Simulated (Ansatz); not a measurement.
Runs of Ansatz 0.2.0 on AlNi. It takes space group Pm-3m (No. 221, cubic). The conventional cell has a = 2.881 Å, b = 2.881 Å, c = 2.881 Å, α = 90.00°, β = 90.00°, γ = 90.00°. Ni (site symmetry m-3m) has 8 Al at 2.50 Å as nearest neighbours. Al (site symmetry m-3m) is surrounded by 8 Ni at 2.50 Å. 

| task | level | cell | cutoff (eV) | smearing | gap on the mesh (eV) | pressure (GPa) | moment (μB) | relaxed volume (Å³/atom) |
| --- | --- | --- | --- | --- | --- | --- | --- | --- |
| single point | PBE | as given | 255 | gaussian 0.017 eV | none | 1.9 | 0.00 | - |
| relaxation of cell and atoms | revPBE+D3(BJ) | relaxed | - | fermi-dirac 0.05 eV | - | 0.0 | 0.00 | (a) |
| band structure | BLYP | as given | 256 | fermi-dirac 0.05 eV | - | 6.5 | 0.00 | - |
| relaxation of cell and atoms | LDA | relaxed | - | fermi-dirac 0.05 eV | - | 0.0 | 0.00 | 11.35 |
| single point | PBE | as given | 255 | gaussian 0.015 eV | none | 1.9 | 0.00 | - |
| single point | PBE | as given | 255 | gaussian 0.02 eV | none | 1.9 | 0.00 | - |

Alike in all rows: potentials or basis all-electron LAPW, scalar-relativistic; spin collinear, ferromagnetic start; k mesh 9 × 9 × 9; basis error allowed 0.001 eV/atom.

Question: Fill in the values left out.

Answer: (a) 11.45.

Caveats: the starting moments weren't kept.

A gap of «none» marks a metal or a gap under the smearing width.
